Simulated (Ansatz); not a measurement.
```
CELL_PARAMETERS angstrom
      0.00000     3.01801     3.01801
      3.01801     0.00000     3.01801
      3.01801     3.01801     0.00000
ATOMIC_POSITIONS crystal
  Sb 0.75000 0.75000 0.75000
  Al 0.00000 0.00000 0.00000
```

No spin polarisation.

Method: plane-wave PAW DFT at the r2SCAN level (Ansatz, a program for electronic structure, 500 eV), no SOC, earlier PAW set. k-mesh 13×13×13 (Γ-centred); smearing 0.05 eV (Fermi–Dirac).

Task: Predict the band gap, smallest direct gap, hole mass and width of the top valence band.

Result: 
* **Band gap**: 1.40 eV
* **Smallest direct gap**: 2.63 eV
* **Hole mass (degenerate bands, along [100])**: 0.13, 0.33, 0.33 mₑ (at Γ)
* **Width of the top valence band**: 3.02 eV

Spin-orbit coupling, missing from the scalar runs, can matter with Sb. Load acts through the strain it causes; cell and atoms are relaxed under it. Effective masses come from finite differences of ±0.01 Å⁻¹. Stability against distortions was not tested. Tetrahedral semiconductors of this kind turn to denser phases somewhere between about 1 and 50 GPa; those were not computed, so compressed cells here can lie past the real transition. The cell was made from AlSb in the zinc blende structure (space group F-43m, No. 216) by this change: pressure 4.5 GPa.
